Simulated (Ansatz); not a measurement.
Two isomers of C6H8: A = `C1CC2=C1CC2`, B = `C1=CCCC=C1`.

Gas-phase electronic energies from Ansatz, PBE0-D4/def2-TZVP geometries. CCSD(T)/CBS is the MP2 limit (def2-TZVPP, def2-QZVPP) plus CCSD(T) − MP2 in def2-TZVPP, frozen cores. DFT in def2-TZVPP. B3LYP here is the variant with VWN-RPA as its local correlation; programs differ in this.

(1) Which isomer does CCSD(T)/CBS put lower? Give the gap. (Best estimate.)

(2) Give E(B) − E(A) in kcal/mol with r2SCAN-D4, B3LYP-D4, HF/def2-TZVPP, ωB97M-V, MP2/def2-TZVPP, CCSD(T)/def2-TZVPP, CCSD(T)/def2-SVP. (Estimate.)

(3) Does the order hold for the free energy at 298.15 K (harmonic terms from PBE0-D4)? (Estimate.)

Largest T1 diagnostic: 0.011.

Results:

(1) Ansatz gave: B, by 66.3 kcal/mol.

(2) The calculation gave: r2SCAN-D4 -66.7, B3LYP-D4 -69.4, HF/def2-TZVPP -73.1, ωB97M-V -64.1, MP2/def2-TZVPP -64.2, CCSD(T)/def2-TZVPP -65.9, CCSD(T)/def2-SVP -67.4. None reverses the order clearly.

(3) The calculation gave: Yes: G(B) − G(A) = -65.1 kcal/mol.

Leaving LDA and LC-ωPBE aside and taking each functional with its dispersion term where it has one, the values, not all of them listed here, spread over 9.0 kcal/mol, from BHLYP-D4 to PBE-D4. The D4 term adds −1.7 kcal/mol with B3LYP and −0.9 kcal/mol with PBE0; it sums over pairs of atoms, weighted by their polarisabilities, and B3LYP, whose exchange is more repulsive, gets the larger term.
